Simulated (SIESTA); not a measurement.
Sb2Pt (Geversite) under changes of volume

One of the cells (22.281 Å³/atom); the others are scaled copies at fixed shape and fractional positions:

```
CELL_PARAMETERS angstrom
6.44230 0.00000 0.00000
0.00000 6.44230 0.00000
0.00000 0.00000 6.44230
ATOMIC_POSITIONS crystal
Pt 0.00000 0.50000 0.50000
Pt 0.50000 0.50000 0.00000
Pt 0.50000 0.00000 0.50000
Pt 0.00000 0.00000 0.00000
Sb 0.37530 0.12470 0.87530
Sb 0.12470 0.87530 0.37530
Sb 0.87530 0.37530 0.12470
Sb 0.62470 0.62470 0.62470
Sb 0.62470 0.87530 0.12470
Sb 0.87530 0.12470 0.62470
Sb 0.12470 0.62470 0.87530
Sb 0.37530 0.37530 0.37530
```

* Program: SIESTA 5.4.2
* Functional: PBEsol
* Potentials or basis: PseudoDojo 0.4 standard (PBEsol files)
* Basis: DZP (energy shift 0.003 Ry; two zetas on semicore shells)
* Grid cutoff: 800 Ry
* Energy shift: 0.003 Ry
* k mesh: 3 × 3 × 3
* Occupations: fermi-dirac, width 0.05 eV
* Spin: no spin polarisation

```csv
volume (Å³/atom),energy over the lowest point (meV/atom),pressure (GPa),largest force (eV/Å)
20.944,80.50,13.8,0.225
21.390,?,?,?
21.836,23.52,7.0,0.182
22.281,8.30,4.1,0.158
22.727,0.73,1.5,0.137
23.173,0.00,-0.9,0.119
23.618,5.37,-2.9,0.097
```

What does the run at 21.390 Å³/atom give?

Energy over the lowest point 47.30 meV/atom; pressure 10.2 GPa; largest force 0.203 eV/Å.

Worked out: A Birch-Murnaghan fit of order 3 (a polynomial in V^(-2/3)) to the other rows has its minimum at 23.00 Å³/atom with B0 = V·E''(V) = 119 GPa and B' = 4.6 at fixed shape and positions, which overstates the stiffness. It gives 47.24 meV/atom at 21.390 Å³/atom, against the run's 47.30, and -dE/dV = 10.2 GPa, against 10.2.

Energies are extrapolated to zero smearing.

Caveats: short orbitals over semicore shells can move pressures by several GPa; the basis of atomic orbitals isn't converged, which shifts pressures, moduli and gaps.
